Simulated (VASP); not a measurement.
## VASP 6.6.1 run: InP

INCAR

```
SIGMA = 0.02
EDIFF = 1E-7
ALGO = VeryFast
MAGMOM = 0.5 0.5
ENCUT = 520
LCHARG = .FALSE.
GGA = PE
ISMEAR = -1
LWAVE = .FALSE.
NSW = 0
IBRION = -1
NELM = 120
PREC = High
NBANDS = 16
LASPH = .TRUE.
ISIF = 2
ISPIN = 2
LREAL = .FALSE.
```

KPOINTS

```
KPOINTS created by Atomic Simulation Environment
0
Gamma
8 8 8
0 0 0
```

POSCAR

```
In P
 1.0000000000000000
     0.0000000000000000    2.9537876347999998    2.9242497584999998
     2.9537876347999998    0.0000000000000000    2.9242497584999998
     2.9537876347999998    2.9537876347999998    0.0000000000000000
 In  P
   1   1
Cartesian
  0.0000000000000000  0.0000000000000000  0.0000000000000000
  1.4768938173999999  1.4768938173999999  1.4621248792500001
```

The recommended PBE PAW datasets give the neutral cell 18 valence electrons.

Command

```
mpirun -np 1 vasp_std
```

Problem. Predict the outcome of this run.

Solution. It converged. Results: pressure 2.3 GPa; magnetic moment of the cell 0.00 μB.

OSZICAR

```
N       E                     dE             d eps       ncg     rms          rms(c)
RMM:   1     0.101646629558E+03    0.10165E+03   -0.60886E+03  1888   0.102E+03
RMM:   2    -0.662572262888E+01   -0.10827E+03   -0.14547E+03  1888   0.236E+02
RMM:   3    -0.482505496585E+01    0.18007E+01   -0.12461E+02  1888   0.108E+02
RMM:   4    -0.821754381998E+01   -0.33925E+01   -0.30791E+01  1888   0.552E+01
RMM:   5    -0.862341826210E+01   -0.40587E+00   -0.12726E+01  1888   0.350E+01
RMM:   6    -0.866214188046E+01   -0.38724E-01   -0.89508E+00  1888   0.212E+01
RMM:   7    -0.871520547884E+01   -0.53064E-01   -0.78342E+00  1888   0.150E+01
RMM:   8    -0.878812809536E+01   -0.72923E-01   -0.10798E+01  1888   0.112E+01
RMM:   9    -0.866739180108E+01    0.12074E+00   -0.40779E+00  6367   0.895E+00
RMM:  10    -0.871432509195E+01   -0.46933E-01   -0.16530E-01  6396   0.204E+00
...
RMM:  15    -0.839225333748E+01   -0.20960E-02   -0.22835E-02  4901   0.140E+00    0.802E-01
RMM:  16    -0.839254611505E+01   -0.29278E-03   -0.74623E-03  5017   0.741E-01    0.197E-01
RMM:  17    -0.839238112323E+01    0.16499E-03   -0.20166E-03  5575   0.414E-01    0.101E-01
RMM:  18    -0.839246100674E+01   -0.79884E-04   -0.46925E-04  5562   0.187E-01    0.731E-02
RMM:  19    -0.839254701440E+01   -0.86008E-04   -0.97430E-05  4930   0.951E-02    0.342E-02
RMM:  20    -0.839256731843E+01   -0.20304E-04   -0.47669E-05  5189   0.530E-02    0.106E-02
RMM:  21    -0.839256857188E+01   -0.12535E-05   -0.13566E-05  6358   0.267E-02    0.724E-03
RMM:  22    -0.839256897628E+01   -0.40440E-06   -0.22815E-06  5472   0.108E-02    0.412E-03
RMM:  23    -0.839256896365E+01    0.12627E-07   -0.51533E-07  4810   0.532E-03
   1 F= -.83925690E+01 E0= -.83925690E+01  d E =-.734751E-09  mag=     0.0000
```

Standard output (part)

```
POSCAR found type information on POSCAR InP
 POSCAR found :  2 types and       2 ions
 LDA part: xc-table for (Slater+PW92), standard interpolation
 POSCAR, INCAR and KPOINTS ok, starting setup
 WAVECAR not read
 entering main loop
WARNING in EDDRMM: call to ZHEGV failed, returncode =   8  4     15
WARNING in EDDRMM: call to ZHEGV failed, returncode =   8  4     16
```

For comparison, a separate PBE run of the intended cell, on usual settings and not on those above, gives a gap of 0.61 eV on its mesh and a pressure of 2.3 GPa.
